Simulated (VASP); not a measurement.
# Re (P6/mmm) in VASP: notebook

One crystal, Re, is run at these levels: PBE; tasks: single point, relaxation of cell and atoms.

All numbers are computed with VASP 6.6.1; they aren't measurements. Logs are shortened: lines on timing, memory, paths and dates and some standing lists are left out, and cuts for length are marked.

## Step 1: Starting point

The structure is hexagonal, space group P6/mmm (No. 191). Conventional cell: a = 2.763 Å, b = 2.763 Å, c = 2.467 Å, α = 90.00°, β = 90.00°, γ = 120.00°. Re (site symmetry 6/mmm) is surrounded by 8 Re at 2.47 to 2.76 Å.

The cell was built by a generator and needn't be a form met in nature.

## Step 2: Single point, PBE

The input, INCAR:

```
PREC     = Accurate       # precision mode
ENCUT    = 520            # plane-wave cutoff, eV
EDIFF    = 1E-6           # SCF threshold, eV
ISMEAR   = 0              # smearing method
SIGMA    = 0.1            # smearing width, eV
LREAL    = F              # projectors in reciprocal space
LASPH    = T              # aspherical terms in the spheres
NELM     = 80             # most SCF steps
ALGO     = Normal         # electronic algorithm
ISIF     = 2              # what is computed and relaxed
LWAVE    = F              # write WAVECAR
LCHARG   = F              # write CHGCAR
GGA      = PE             # functional
NBANDS   = 10             # bands
```

The input, KPOINTS:

```
Automatic mesh
0
Gamma
  24 24 22
```

The input, POSCAR:

```
Re
1.0
    2.7631658720      0.0000000000      0.0000000000
   -1.3815829360      2.3929718400      0.0000000000
    0.0000000000      0.0000000000      2.4665846530
Re
1
Direct
    0.0000000000      0.0000000000      0.0000000000
```

Potentials or basis: VASP PAW PBE potentials, release 64 (Re).

On the command line:

```sh
$ cat potpaw_PBE.64/Re/POTCAR > POTCAR
$ mpirun -np 1 vasp_std > vasp.out
```

OUTCAR:

```text
PREC = Accurate
   ENCUT = 520
   EDIFF = 1E-6
   ISMEAR = 0
   LREAL = F
   LASPH = T
   NELM = 80
   ISIF = 2
   GGA = PE

 ion  position               nearest neighbor table
   1  0.000  0.000  0.000-

  LATTYP: Found a hexagonal cell.
 ALAT       =     2.7631658720
 C/A-ratio  =     0.8926661544

  Lattice vectors:

 A1 = (   2.7631658720,   0.0000000000,   0.0000000000)
 A2 = (  -1.3815829360,   2.3929718400,   0.0000000000)
 A3 = (   0.0000000000,   0.0000000000,   2.4665846530)

Analysis of symmetry for initial positions (statically):
=====================================================================
 Subroutine PRICEL returns:
 Original cell was already a primitive cell.

 Routine SETGRP: Setting up the symmetry group for a
 hexagonal supercell.

 Subroutine GETGRP returns: Found 24 space group operations
 (whereof 24 operations were pure point group operations)
 out of a pool of 24 trial point group operations.

The static configuration has the point symmetry D_6h.

Analysis of symmetry for dynamics (positions and initial velocities):
=====================================================================
 Subroutine PRICEL returns:
 Original cell was already a primitive cell.

 Routine SETGRP: Setting up the symmetry group for a
 hexagonal supercell.

 Subroutine GETGRP returns: Found 24 space group operations
 (whereof 24 operations were pure point group operations)
 out of a pool of 24 trial point group operations.

The dynamic configuration has the point symmetry D_6h.

 Subroutine INISYM returns: Found 24 space group operations
 (whereof 24 operations are pure point group operations),
 and found     1 'primitive' translations

----------------------------------------------------------------------------------------

                                     Primitive cell

  volume of cell :      16.3095

  direct lattice vectors                    reciprocal lattice vectors
     2.763165872  0.000000000  0.000000000     0.361903717  0.208945208  0.000000000
    -1.381582936  2.392971840  0.000000000     0.000000000  0.417890417  0.000000000
     0.000000000  0.000000000  2.466584653     0.000000000  0.000000000  0.405418885

  length of vectors
     2.763165872  2.763165872  2.466584653     0.417890417  0.417890417  0.405418885

  position of ions in fractional coordinates (direct lattice)
     0.000000000  0.000000000  0.000000000

  ion indices of the primitive-cell ions
   primitive index   ion index
                 1           1

----------------------------------------------------------------------------------------

 KPOINTS: Automatic mesh

Automatic generation of k-mesh.
 Grid dimensions read from file:
 generate k-points for:   24   24   22

 Generating k-lattice:

  Cartesian coordinates                     Fractional coordinates (reciprocal lattice)
     0.015079322  0.008706050  0.000000000     0.041666667  0.000000000  0.000000000
     0.000000000  0.017412101  0.000000000     0.000000000  0.041666667  0.000000000
     0.000000000  0.000000000  0.018428131     0.000000000  0.000000000  0.045454545

  Length of vectors
     0.017412101  0.017412101  0.018428131

  Shift w.r.t. Gamma in fractional coordinates (k-lattice)
     0.000000000  0.000000000  0.000000000

 Subroutine IBZKPT returns following result:
 ===========================================

 Found    732 irreducible k-points:

 Following reciprocal coordinates:
            Coordinates               Weight
  0.000000  0.000000  0.000000      1.000000
  0.041667 -0.000000  0.000000      6.000000
  0.083333  0.000000  0.000000      6.000000
  0.125000  0.000000  0.000000      6.000000
  0.166667 -0.000000  0.000000      6.000000
  0.208333  0.000000  0.000000      6.000000
[... 16 lines left out ...]
  0.416667  0.041667  0.000000     12.000000
  0.458333  0.041667  0.000000     12.000000
 [... further k-points ...]
   k-points           NKPTS =    732   k-points in BZ     NKDIM =    732   number of bands    NBANDS=     10
   number of dos      NEDOS =    301   number of ions     NIONS =      1
   total plane-waves  NPLWV =  10368
   dimension x,y,z NGX =    24 NGY =   24 NGZ =   18
   dimension x,y,z NGXF=    48 NGYF=   48 NGZF=   36
   ions per type =               1
   NGX,Y,Z   is equivalent  to a cutoff of  14.44, 14.44, 12.13 a.u.
   NGXF,Y,Z  is equivalent  to a cutoff of  28.88, 28.88, 24.26 a.u.
 SYSTEM =  unknown system
   PREC   = accura    normal or accurate (medium, high low for compatibility)
   ISTART =      0    job   : 0-new  1-cont  2-samecut
   ICHARG =      2    charge: 1-file 2-atom 10-const
   ISPIN  =      1    spin polarized calculation?
   LNONCOLLINEAR =      F non collinear calculations
   LSORBIT =      F    spin-orbit coupling
   LASPH  =      T    aspherical Exc in radial PAW
   ENCUT  =  520.0 eV  38.22 Ry    6.18 a.u.   5.14  5.14  4.59*2*pi/ulx,y,z
   NELM   =     80;   NELMIN=  2; NELMDL= -5     # of ELM steps
   EDIFF  = 0.1E-05   stopping-criterion for ELM
   LREAL  =      F    real-space projection
   EDIFFG = 0.1E-04   stopping-criterion for IOM
   NSW    =      0    number of steps for IOM
   IBRION =     -1    ionic relax: 0-MD 1-quasi-New 2-CG
   NFREE  =      0    steps in history (QN), initial steepest desc. (CG)
   ISIF   =      2    stress and relaxation
   ISYM   =      2    0-nonsym 1-usesym 2-fastsym
   POTIM  = 0.5000    time-step for ionic-motion
   TEBEG  =    0.0;   TEEND  =   0.0 temperature during run
   PSTRESS=    0.0 pullay stress
   NELECT =       7.0000    total number of electrons
   NUPDOWN=      -1.0000    fix difference up-down
   EMIN   =  10.00;   EMAX   =-10.00  energy-range for DOS
   EFERMI =   0.00;   METHOD = LEGACY
   ISMEAR =     0;   SIGMA  =   0.10  broadening in eV -4-tet -1-fermi 0-gaus
   EFERMI_NEDOS =   21; number of points for ismear=-14 and -15
   IALGO  =     38    algorithm
   IMIX   =      4    mixing-type and parameters
     AMIX     =   0.40;   BMIX     =  1.00
     AMIX_MAG =   1.60;   BMIX_MAG =  1.00
  volume/ion in A,a.u.               =      16.31       110.06
  Fermi-wavevector in a.u.,A,eV,Ry     =   1.234887  2.333599 20.748158  1.524947
  Thomas-Fermi vector in A             =   2.369559
   LORBIT       =      0    0 simple, 1 ext, 2 COOP (PROOUT), +10 PAW based schemes
   GGA     = PE    functional components
   LHFCALC =     F    Hartree Fock is set to
   AEXX    =    0.0000 exact exchange contribution
   IVDW    =     0    specifies the selected vdW correction
   LEPSILON=     F    determine dielectric tensor
   LRPA    =     F    only Hartree local field effects (RPA)
 non-spin polarized calculation
 Gauss-broadening in eV      SIGMA  =   0.10
  energy-cutoff  :      520.00
  volume of cell :       16.31
 maximum number of plane-waves:       453
 NGX is ok and might be reduce to    24
   NGX = 11   NGY = 11   NGZ =  9

 number of electron       7.0000000 magnetization

 Free energy of the ion-electron system (eV)
  ---------------------------------------------------
  ext. energy  EPLUGINS =         0.00000000
  ---------------------------------------------------
  free energy    TOTEN  =       -11.39382070 eV

  energy without entropy =      -11.38619808  energy(sigma->0) =      -11.39000939

 E-fermi :   7.1658     XC(G=0): -13.0639

 val. band max:        7.1619163087   @ k =   0.3333   0.2917   0.1818
 cond. band min:       7.1665288258   @ k =   0.1667   0.0833   0.0909
 fundamental gap:      0.0046125171
 Fermi energy:         7.1657798754

 k-point     1 :       0.0000    0.0000    0.0000
  band No.  band energies     occupation
      1      -2.3783      2.00000
      2       1.5350      2.00000
      3       5.3374      2.00000
      4       5.3374      2.00000
      5      11.0776      0.00000
      6      11.0776      0.00000
      7      20.5268      0.00000
      8      24.0501      0.00000
      9      27.2860      0.00000
     10      27.2860      0.00000

 k-point     2 :       0.0417   -0.0000    0.0000
  band No.  band energies     occupation
      1      -2.3104      2.00000
      2       1.5616      2.00000
      3       5.2692      2.00000
      4       5.4013      2.00000
      5      11.0071      0.00000
      6      11.0658      0.00000
      7      20.6851      0.00000
      8      24.1891      0.00000
      9      26.8195      0.00000
     10      27.1334      0.00000

 k-point     3 :       0.0833    0.0000    0.0000
  band No.  band energies     occupation
      1      -2.1110      2.00000
      2       1.6403      2.00000
      3       5.0799      2.00000
      4       5.5919      2.00000
      5      10.8070      0.00000
      6      11.0312      0.00000
      7      21.1348      0.00000
      8      24.5924      0.00000
      9      25.7861      0.00000
     10      26.7112      0.00000

 k-point     4 :       0.1250    0.0000    0.0000
  band No.  band energies     occupation
      1      -1.7929      2.00000
      2       1.7665      2.00000
      3       4.8109      2.00000
      4       5.9052      2.00000
      5      10.5067      0.00000
      6      10.9767      0.00000
      7      21.7777      0.00000
      8      24.6220      0.00000
      9      25.2232      0.00000
     10      26.0947      0.00000
[... 222 lines left out ...]
 k-point    22 :       0.3750    0.0417    0.0000
  band No.  band energies     occupation
      1       0.7467      2.00000
      2       2.1700      2.00000
      3       5.6852      2.00000
      4       8.3399      0.00000
      5      10.0647      0.00000
      6      10.4500      0.00000
      7      16.3068      0.00000
      8      20.4293      0.00000
      9      26.1468      0.00000
     10      29.4904      0.00000

 k-point    23 :       0.4167    0.0417    0.0000
  band No.  band energies     occupation
      1       0.8177      2.00000
      2       2.1850      2.00000
      3       6.2333      2.00000
      4       8.1892      0.00000
      5      10.4074      0.00000
      6      10.6242      0.00000
      7      15.5362      0.00000
      8      19.8078      0.00000
      9      25.8046      0.00000
     10      29.3390      0.00000

 k-point    24 :       0.4583    0.0417    0.0000
  band No.  band energies     occupation
      1       0.8369      2.00000
      2       2.2054      2.00000
      3       6.5674      2.00000
      4       8.1127      0.00000
      5      10.3854      0.00000
      6      10.9464      0.00000
      7      15.0994      0.00000
      8      19.4542      0.00000
      9      25.5969      0.00000
     10      29.2599      0.00000

 [... further k-points ...]

------------------------ aborting loop because EDIFF is reached ----------------------------------------

  FORCE on cell =-STRESS in cart. coord.  units (eV):
  Direction    XX          YY          ZZ          XY          YZ          ZX
  --------------------------------------------------------------------------------------
  -------------------------------------------------------------------------------------
  Total       -0.0025422     -0.0025422     -0.2687447      0.0000000      0.0000000     -0.0000000
  in kB       -0.2497380     -0.2497380    -26.4003683      0.0000000      0.0000000     -0.0000000
  external PRESSURE =      -8.9666148 kB  Pullay stress =       0.0000000 kB

 VOLUME and BASIS-vectors are now :
 -----------------------------------------------------------------------------
  energy-cutoff  :      520.00
  volume of cell :       16.31
      direct lattice vectors                 reciprocal lattice vectors
     2.763165872  0.000000000  0.000000000     0.361903717  0.208945208  0.000000000
    -1.381582936  2.392971840  0.000000000     0.000000000  0.417890417  0.000000000
     0.000000000  0.000000000  2.466584653     0.000000000  0.000000000  0.405418885

 POSITION                                       TOTAL-FORCE (eV/Angst)
 -----------------------------------------------------------------------------------
      0.00000      0.00000      0.00000         0.000000      0.000000      0.000000
 -----------------------------------------------------------------------------------
    total drift:                                0.000000      0.000000      0.000000

  FREE ENERGIE OF THE ION-ELECTRON SYSTEM (eV)
  ---------------------------------------------------
  free  energy   TOTEN  =       -11.3938206973 eV

  energy  without entropy=      -11.3861980778  energy(sigma->0) =      -11.39000939
```

Run time: 46 s. Hardware: 1 thread of Intel Xeon Platinum 8488C (Sapphire Rapids), shared host; peak memory 0.24 GiB.

What came out:

```
Free energy            : -11.3938 eV
Pressure               : -0.9 GPa
Band gap on the k mesh : none (metal or under the smearing width)
```

Stress tensor (GPa, compression positive):
```
-0.02  0.00  0.00
 0.00 -0.02  0.00
 0.00  0.00 -2.64
```

The run has no spin-orbit coupling, so splittings on Re are missing.

[end of part 1 of 3]
